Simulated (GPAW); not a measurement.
A run of GPAW 26.7.0 is set up as follows.

File run.py:

```python
from ase.eos import EquationOfState
from ase.io import Trajectory, read
from ase.units import GPa
from gpaw import GPAW, PW, setup_paths

setup_paths.insert(0, '.')

atoms = read('InP.cif')

traj = Trajectory('eos.traj', 'w')
volumes, energies = [], []
for x in [0.94, 0.96, 0.98, 1.0, 1.02, 1.04, 1.06]:
    a = atoms.copy()
    a.set_cell(atoms.cell * x**(1 / 3), scale_atoms=True)
    calc = GPAW(mode=PW(600),
                xc='LDA',
                kpts={'size': (6, 6, 6), 'gamma': True},
                occupations={'name': 'fermi-dirac', 'width': 0.05},
                nbands=18,
                convergence={'density': 1e-05, 'energy': 1e-05},
                maxiter=150,
                txt=f'eos-{x:.2f}.txt')
    a.calc = calc
    energies.append(a.get_potential_energy(force_consistent=True))
    volumes.append(a.get_volume())
    p = -a.get_stress()[:3].mean() / GPa
    calc.write(f'eos-{x:.2f}.gpw')
    traj.write(a)
    print(f'{x:.2f} {volumes[-1]:10.4f} A^3 {energies[-1]:14.6f} eV {p:9.3f} GPa', flush=True)

v0, e0, B = EquationOfState(volumes, energies, eos='birchmurnaghan').fit()
print(f'V0 = {v0:.4f} A^3, E0 = {e0:.6f} eV, B0 = {B / GPa:.2f} GPa')
```

Contents of InP.cif:

```cif
data_InP
_cell_length_a 4.14435284
_cell_length_b 4.14435284
_cell_length_c 4.14435284
_cell_angle_alpha 60.00000000
_cell_angle_beta 60.00000000
_cell_angle_gamma 60.00000000
_space_group_name_H-M_alt 'P1'
_space_group_name_Hall 'P 1'
_space_group_IT_number 1
loop_
_space_group_symop_operation_xyz
'x,y,z'
loop_
_atom_site_label
_atom_site_type_symbol
_atom_site_symmetry_multiplicity
_atom_site_Wyckoff_symbol
_atom_site_fract_x
_atom_site_fract_y
_atom_site_fract_z
_atom_site_occupancy
In1 In 1 a 0.0000000000 0.0000000000 0.0000000000 1
P1 P 1 a 0.7500000000 0.7500000000 0.7500000000 1
```

Potentials or basis: PAW data sets generated in the run's folder for this functional, pw.

The run is started by

```sh
$ gpaw-setup -f LDA In P
$ OMP_NUM_THREADS=1 python run.py
```

Q: What does it give for the bulk modulus?

A: 72 GPa.

Q: Predict the pressure derivative of the bulk modulus.

A: 4.8.

Q: Estimate the equilibrium volume.

A: 24.64 Å³/atom.

Energy against volume, from the lowest point:
```csv
volume (Å³/atom),energy (meV/atom)
23.657,9.55
24.160,2.20
24.663,0.00
25.167,2.41
25.670,8.93
26.173,19.07
26.677,32.41
```

LDA usually gives volumes a few per cent too small.

**The experiment to reproduce.**

A printed reference work, data compilation reports, for a bulk crystal of InP: bulk modulus 71 GPa.

A measured bulk modulus of InP is 71 GPa (a printed reference work, data compilation); the calculated 72 GPa misses it by +1.4 %. The fit is for a static lattice scaled at fixed shape and fixed fractional positions.
